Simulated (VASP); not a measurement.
# GaSb (F-43m) in VASP: further runs

One crystal, GaSb, is run at these levels: PBE; tasks: single point.

Program: VASP 6.6.1. These are calculated values, not measurements. Logs are shortened: lines on timing, memory, paths and dates and some standing lists are left out, and cuts for length are marked.

## (1) Starting point

The structure is cubic, space group F-43m (No. 216). Conventional cell: a = 6.118 Å, b = 6.118 Å, c = 6.118 Å, α = 90.00°, β = 90.00°, γ = 90.00°. Sb (site symmetry -43m) has 4 Ga at 2.65 Å as nearest neighbours. Ga (site symmetry -43m) is surrounded by 4 Sb at 2.65 Å.

## (2) Single point, PBE, spin-orbit coupling, no magnetisation

Contents of INCAR:

```
PREC = Accurate ; ENCUT = 250
EDIFF = 1E-7 ; ISMEAR = 0
SIGMA = 0.02 ; LREAL = False
LASPH = True ; NELM = 100
ALGO = Normal ; ISIF = 2
LWAVE = False ; LCHARG = False
MAGMOM = 0 0 0 0 0 0 ; LORBIT = 11
LSORBIT = True ; GGA_COMPAT = False
GGA = PE ; NBANDS = 34
```

Contents of KPOINTS:

```
Automatic mesh
0
Gamma
  5 5 5
```

Contents of POSCAR:

```
GaSb
1.0
    0.0000000000      3.0590000000      3.0590000000
    3.0590000000      0.0000000000      3.0590000000
    3.0590000000      3.0590000000      0.0000000000
Sb Ga
1 1
Direct
    0.7500000000      0.7500000000      0.7500000000
    0.0000000000      0.0000000000      0.0000000000
```

Potentials or basis: VASP PAW PBE potentials, release 64 (Sb, Ga_d).

Run with:

```console
> cat potpaw_PBE.64/Sb/POTCAR potpaw_PBE.64/Ga_d/POTCAR > POTCAR
> mpirun -np 1 vasp_ncl > vasp.out
```

OUTCAR:

```text
PREC = Accurate
   ENCUT = 250
   EDIFF = 1E-7
   ISMEAR = 0
   LREAL = False
   LASPH = True
   NELM = 100
   ISIF = 2
   LORBIT = 11
   LSORBIT = True
   GGA = PE

 Found     14 irreducible k-points:

 Following reciprocal coordinates:
            Coordinates               Weight
  0.000000  0.000000  0.000000      1.000000
  0.200000  0.000000  0.000000      4.000000
 -0.200000  0.000000  0.000000      4.000000
  0.400000  0.000000  0.000000      4.000000
 -0.400000  0.000000  0.000000      4.000000
  0.200000  0.200000  0.000000      6.000000
   k-points           NKPTS =     14   k-points in BZ     NKDIM =     14   number of bands    NBANDS=     34
   number of dos      NEDOS =    301   number of ions     NIONS =      2
   total plane-waves  NPLWV =  13824
   dimension x,y,z NGX =    24 NGY =   24 NGZ =   24
   dimension x,y,z NGXF=    48 NGYF=   48 NGZF=   48
   ions per type =               1   1
   NGX,Y,Z   is equivalent  to a cutoff of   9.22,  9.22,  9.22 a.u.
   NGXF,Y,Z  is equivalent  to a cutoff of  18.45, 18.45, 18.45 a.u.
 SYSTEM =  unknown system
   PREC   = accura    normal or accurate (medium, high low for compatibility)
   ISTART =      0    job   : 0-new  1-cont  2-samecut
   ICHARG =      2    charge: 1-file 2-atom 10-const
   ISPIN  =      1    spin polarized calculation?
   LNONCOLLINEAR =      T non collinear calculations
   LSORBIT =      T    spin-orbit coupling
   LASPH  =      T    aspherical Exc in radial PAW
   ENCUT  =  250.0 eV  18.37 Ry    4.29 a.u.   5.58  5.58  5.58*2*pi/ulx,y,z
   NELM   =    100;   NELMIN=  2; NELMDL= -5     # of ELM steps
   EDIFF  = 0.1E-06   stopping-criterion for ELM
   LREAL  =      F    real-space projection
   EDIFFG = 0.1E-05   stopping-criterion for IOM
   NSW    =      0    number of steps for IOM
   IBRION =     -1    ionic relax: 0-MD 1-quasi-New 2-CG
   NFREE  =      0    steps in history (QN), initial steepest desc. (CG)
   ISIF   =      2    stress and relaxation
   ISYM   =      2    0-nonsym 1-usesym 2-fastsym
   POTIM  = 0.5000    time-step for ionic-motion
   TEBEG  =    0.0;   TEEND  =   0.0 temperature during run
   PSTRESS=    0.0 pullay stress
   NELECT =      18.0000    total number of electrons
   NUPDOWN=      -1.0000    fix difference up-down
   EMIN   =  10.00;   EMAX   =-10.00  energy-range for DOS
   EFERMI =   0.00;   METHOD = LEGACY
   ISMEAR =     0;   SIGMA  =   0.02  broadening in eV -4-tet -1-fermi 0-gaus
   EFERMI_NEDOS =   21; number of points for ismear=-14 and -15
   IALGO  =     38    algorithm
   IMIX   =      4    mixing-type and parameters
     AMIX     =   0.40;   BMIX     =  1.00
     AMIX_MAG =   1.60;   BMIX_MAG =  1.00
  volume/ion in A,a.u.               =      28.62       193.17
  Fermi-wavevector in a.u.,A,eV,Ry     =   1.113208  2.103657 16.860766  1.239231
  Thomas-Fermi vector in A             =   2.249790
   LORBIT       =     11    0 simple, 1 ext, 2 COOP (PROOUT), +10 PAW based schemes
   GGA     = PE    functional components
   LHFCALC =     F    Hartree Fock is set to
   AEXX    =    0.0000 exact exchange contribution
   IVDW    =     0    specifies the selected vdW correction
   LEPSILON=     F    determine dielectric tensor
   LRPA    =     F    only Hartree local field effects (RPA)
 Gauss-broadening in eV      SIGMA  =   0.02
  energy-cutoff  :      250.00
  volume of cell :       57.25
 maximum number of plane-waves:      1062
 NGX is ok and might be reduce to    24
   NGX = 11   NGY = 11   NGZ = 11

 number of electron      18.0000016 magnetization       0.0000000      0.0000000      0.0000000

 number of electron      18.0000016 magnetization      -0.0000000      0.0000000     -0.0000000

 number of electron      18.0000016 magnetization      -0.0000000     -0.0000000     -0.0000000

 number of electron      18.0000016 magnetization       0.0000000      0.0000000     -0.0000000

 Free energy of the ion-electron system (eV)
  ---------------------------------------------------
  ext. energy  EPLUGINS =         0.00000000
  ---------------------------------------------------
  free energy    TOTEN  =        -7.32779150 eV

  energy without entropy =       -7.32761096  energy(sigma->0) =       -7.32770123

 E-fermi :   5.1096     XC(G=0):  -9.0750

 val. band max:        5.1095814921   @ k =   0.0000   0.0000   0.0000
 cond. band min:       5.1095821034   @ k =   0.0000   0.0000   0.0000
 fundamental gap:      0.0000006113
 Fermi energy:         5.1095817916

 k-point     1 :       0.0000    0.0000    0.0000
  band No.  band energies     occupation
      1     -10.4810      1.00000
      2     -10.4810      1.00000
      3     -10.4810      1.00000
      4     -10.4810      1.00000
      5     -10.0456      1.00000
      6     -10.0456      1.00000
[... 22 lines left out ...]
     29      13.4709      0.00000
     30      13.4709      0.00000

 k-point     2 :       0.2000    0.0000    0.0000
  band No.  band energies     occupation
      1     -10.4806      1.00000
      2     -10.4787      1.00000
      3     -10.4787      1.00000
      4     -10.4770      1.00000
      5     -10.0427      1.00000
      6     -10.0427      1.00000
[... 22 lines left out ...]
     29      12.3894      0.00000
     30      12.4041      0.00000

 k-point     3 :      -0.2000    0.0000    0.0000
  band No.  band energies     occupation
      1     -10.4806      1.00000
      2     -10.4787      1.00000
      3     -10.4787      1.00000
      4     -10.4770      1.00000
      5     -10.0427      1.00000
      6     -10.0427      1.00000
[... 22 lines left out ...]
     29      12.3894      0.00000
     30      12.4041      0.00000

 k-point     4 :       0.4000    0.0000    0.0000
  band No.  band energies     occupation
      1     -10.4802      1.00000
      2     -10.4802      1.00000
      3     -10.4772      1.00000
      4     -10.4749      1.00000
      5     -10.0398      1.00000
      6     -10.0398      1.00000
[... 22 lines left out ...]
     29      13.6757      0.00000
     30      13.6757      0.00000

 k-point     5 :      -0.4000    0.0000    0.0000
  band No.  band energies     occupation
      1     -10.4802      1.00000
      2     -10.4802      1.00000
      3     -10.4772      1.00000
      4     -10.4749      1.00000
      5     -10.0398      1.00000
      6     -10.0398      1.00000
[... 22 lines left out ...]
     29      13.6757      0.00000
     30      13.6757      0.00000

 k-point     6 :       0.2000    0.2000    0.0000
  band No.  band energies     occupation
      1     -10.4837      1.00000
      2     -10.4837      1.00000
      3     -10.4744      1.00000
      4     -10.4744      1.00000
      5     -10.0437      1.00000
      6     -10.0437      1.00000
[... 22 lines left out ...]
     29      13.0380      0.00000
     30      13.0380      0.00000

 [... further k-points ...]

 [bands above 30 left out]

------------------------ aborting loop because EDIFF is reached ----------------------------------------

  FORCE on cell =-STRESS in cart. coord.  units (eV):
  Direction    XX          YY          ZZ          XY          YZ          ZX
  --------------------------------------------------------------------------------------
  -------------------------------------------------------------------------------------
  Total        0.0410314      0.0410314      0.0410314     -0.0000000     -0.0000000     -0.0000000
  in kB        1.1483088      1.1483088      1.1483088     -0.0000000     -0.0000000     -0.0000000
  external PRESSURE =       1.1483088 kB  Pullay stress =       0.0000000 kB

 VOLUME and BASIS-vectors are now :
 -----------------------------------------------------------------------------
  energy-cutoff  :      250.00
  volume of cell :       57.25
      direct lattice vectors                 reciprocal lattice vectors
     0.000000000  3.059000000  3.059000000    -0.163452109  0.163452109  0.163452109
     3.059000000  0.000000000  3.059000000     0.163452109 -0.163452109  0.163452109
     3.059000000  3.059000000  0.000000000     0.163452109  0.163452109 -0.163452109

 POSITION                                       TOTAL-FORCE (eV/Angst)
 -----------------------------------------------------------------------------------
      4.58850      4.58850      4.58850         0.000000     -0.000000      0.000000
      0.00000      0.00000      0.00000        -0.000000      0.000000     -0.000000
 -----------------------------------------------------------------------------------
    total drift:                                0.000001      0.000001      0.000001

  FREE ENERGIE OF THE ION-ELECTRON SYSTEM (eV)
  ---------------------------------------------------
  free  energy   TOTEN  =        -7.3277914981 eV

  energy  without entropy=       -7.3276109575  energy(sigma->0) =       -7.32770123

 Spin-Orbit-Coupling matrix elements

 Ion:    1  E_soc:     -0.1269982
 l=   1
     0.0000000    -0.0210170    -0.0210170
    -0.0210170     0.0000000    -0.0210170
    -0.0210170    -0.0210170     0.0000000
 l=   2
     0.0000000    -0.0000617     0.0000000    -0.0000617    -0.0000877
    -0.0000617     0.0000000    -0.0000658    -0.0000617    -0.0000219
     0.0000000    -0.0000658     0.0000000    -0.0000658     0.0000000
    -0.0000617    -0.0000617    -0.0000658     0.0000000    -0.0000219
    -0.0000877    -0.0000219     0.0000000    -0.0000219     0.0000000
 l=   3
     0.0000000     0.0000000     0.0000000     0.0000000     0.0000000     0.0000000     0.0000000
     0.0000000     0.0000000     0.0000000     0.0000000     0.0000000     0.0000000     0.0000000
     0.0000000     0.0000000     0.0000000     0.0000000     0.0000000     0.0000000     0.0000000
     0.0000000     0.0000000     0.0000000     0.0000000     0.0000000     0.0000000     0.0000000
     0.0000000     0.0000000     0.0000000     0.0000000     0.0000000     0.0000000     0.0000000
     0.0000000     0.0000000     0.0000000     0.0000000     0.0000000     0.0000000     0.0000000
     0.0000000     0.0000000     0.0000000     0.0000000     0.0000000     0.0000000     0.0000000

 Ion:    2  E_soc:     -0.0118800
 l=   1
     0.0000000    -0.0012014    -0.0012014
    -0.0012014     0.0000000    -0.0012014
    -0.0012014    -0.0012014     0.0000000
 l=   2
     0.0000000    -0.0001423     0.0000000    -0.0001423    -0.0006363
    -0.0001423     0.0000000    -0.0004772    -0.0001423    -0.0001591
     0.0000000    -0.0004772     0.0000000    -0.0004772     0.0000000
    -0.0001423    -0.0001423    -0.0004772     0.0000000    -0.0001591
    -0.0006363    -0.0001591     0.0000000    -0.0001591     0.0000000
 l=   3
     0.0000000     0.0000000     0.0000000     0.0000000     0.0000000     0.0000000     0.0000000
     0.0000000     0.0000000     0.0000000     0.0000000     0.0000000     0.0000000     0.0000000
     0.0000000     0.0000000     0.0000000     0.0000000     0.0000000     0.0000000     0.0000000
     0.0000000     0.0000000     0.0000000     0.0000000     0.0000000     0.0000000     0.0000000
     0.0000000     0.0000000     0.0000000     0.0000000     0.0000000     0.0000000     0.0000000
     0.0000000     0.0000000     0.0000000     0.0000000     0.0000000     0.0000000     0.0000000
     0.0000000     0.0000000     0.0000000     0.0000000     0.0000000     0.0000000     0.0000000

 total charge

# of ion       s       p       d       tot
------------------------------------------
    1        1.125   1.354   0.027   2.506
    2        0.906   0.772   9.972  11.650
--------------------------------------------------
tot          2.031   2.126   9.999  14.156

 magnetization (x)

# of ion       s       p       d       tot
------------------------------------------
    1        0.000   0.000  -0.000   0.000
    2        0.000  -0.000   0.000   0.000
--------------------------------------------------
tot          0.000  -0.000  -0.000   0.000

 magnetization (y)

# of ion       s       p       d       tot
------------------------------------------
    1        0.000   0.000  -0.000  -0.000
    2       -0.000  -0.000  -0.000  -0.000
--------------------------------------------------
tot         -0.000  -0.000  -0.000  -0.000

 magnetization (z)

# of ion       s       p       d       tot
------------------------------------------
    1       -0.000   0.000  -0.000  -0.000
    2       -0.000   0.000  -0.000   0.000
--------------------------------------------------
tot         -0.000   0.000  -0.000   0.000
```

Run time: 12 s. Hardware: 1 thread of Intel Xeon 6975P-C (Granite Rapids), shared host; peak memory 0.19 GiB.

The run converged, but a check on its numbers failed (symmetry, net force, bounds or a known fault of this set-up), so they aren't taken as properties of the crystal.

Caveat: the cutoff lies under the usual one of these potentials, so the numbers hold a large basis-set error.

## (3) Single point, PBE, spin-orbit coupling, no magnetisation

INCAR: that of step 2 with these lines changed.

```diff
@@ -1,2 +1,2 @@
-PREC = Accurate ; ENCUT = 250
+PREC = Accurate ; ENCUT = 350
 EDIFF = 1E-7 ; ISMEAR = 0
```

Contents of KPOINTS:

```
Automatic mesh
0
Gamma
  4 4 4
```

POSCAR is that of step 2.

Potentials or basis: VASP PAW PBE potentials, release 64 (Sb, Ga_d).

Run with:

```console
> cat potpaw_PBE.64/Sb/POTCAR potpaw_PBE.64/Ga_d/POTCAR > POTCAR
> mpirun -np 1 vasp_ncl > vasp.out
```

It took 19 s on 1 thread of Intel Xeon 6975P-C (Granite Rapids), shared host; peak memory 0.24 GiB.

The run converged, but some of its settings lie outside the range that counts as converged, so its numbers aren't taken as properties of the crystal.

What came out:

```yaml
Free_energy: -7.2276 eV
Pressure: 3.1 GPa
Valence_electrons_inside_the_program's_atomic_spheres: Sb 2.51; Ga 11.64
```

Caveat: the k mesh is coarse (spacing up to 0.44 Å⁻¹), so the values aren't converged; the cutoff is under 1.25 times the usual one of these potentials, so pressure, stress and relaxed cells hold a basis-set (Pulay) error.

(Part 1 of 2 ends here.)
